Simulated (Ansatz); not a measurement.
# Ge: the cost of one run

Computed with Ansatz 0.2.0 (DFT PBEsol, scalar-relativistic, plane waves, PAW, unless a step's input says otherwise).

4 further runs of the same task are left out: 4 set aside as unsound or not needed.

### 1 The system as given

It takes space group Fd-3m (No. 227, cubic). Conventional cell: a = 5.677 Å, b = 5.677 Å, c = 5.677 Å, α = 90.00°, β = 90.00°, γ = 90.00°. Ge (site symmetry -43m) has 4 Ge at 2.46 Å as nearest neighbours.

As a file:

```xyz
2
Lattice="0.0000 2.8387 2.8387 2.8387 0.0000 2.8387 2.8387 2.8387 0.0000" Properties=species:S:1:pos:R:3 pbc="T T T"
Ge    2.8387    2.8387    2.8387
Ge    4.2581    4.2581    4.2581
```

This cell was relaxed beforehand with the same method: volume 22.88 Å³/atom, gap on the mesh none (metal).

### 2 Phonons at Γ, at rest

The input, input.yaml:

```yaml
crystal:
  lattice:
    - [0.0, 2.8387418727, 2.8387418727]
    - [2.8387418727, 0.0, 2.8387418727]
    - [2.8387418727, 2.8387418727, 0.0]
  atoms:
    - { symbol: Ge, position: [0.5, 0.5, 0.5] }
    - { symbol: Ge, position: [0.75, 0.75, 0.75] }
basis:
  ecutwfc: 420
kpoints:
  mp_grid: { grid: [14, 14, 14] }
hamiltonian:
  xc: pbesol
scf:
  occupations: { method: fermi_dirac, width: 0.15 }
output:
  eigenvalues: true
phonons:
  method: dfpt
  eigenvectors: true
```

Launch:

```
$ ansatz run input.yaml --threads 1 --pin off --max-ram 3072MiB --backend cpu --events-out ev --progress --plain --runs-dir out
```

**Question.** How long does this run take on 1 thread of AMD EPYC, shared host, and how much memory does it need?

About 1.7 min, with a peak of 0.95 GiB.
